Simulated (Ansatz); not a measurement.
Reactions of C3H3F3, SMILES `FC=C(F)CF`.

Gas-phase electronic energies from Ansatz, PBE0-D4/def2-TZVP geometries. CCSD(T)/CBS adds triple-zeta CCSD(T) − MP2 to the extrapolated MP2 energy (def2 sets, frozen cores). This one scheme is used for every species. Double bonds are as drawn, so ΔE can hold a change between cis and trans. Each species was taken in one conformer, which may not be the lowest.

Order these by ΔE at CCSD(T)/CBS, lowest first. (An estimate is asked.)
A. `F/C=C(\F)CF` + `C=N` → `C=NCF` + `F/C=C/F`
B. `F/C=C(\F)CF` + CH₃OH → `CO/C(F)=C/F` + `CF`
C. `F/C=C(\F)CF` + `FC(F)F` → `FC/C(F)=C\C(F)(F)F` + H–F

C (-16.4 kcal/mol), A (+0.6 kcal/mol), B (+5.0 kcal/mol).

Largest T1 diagnostic: 0.012, for `CO/C(F)=C/F`.
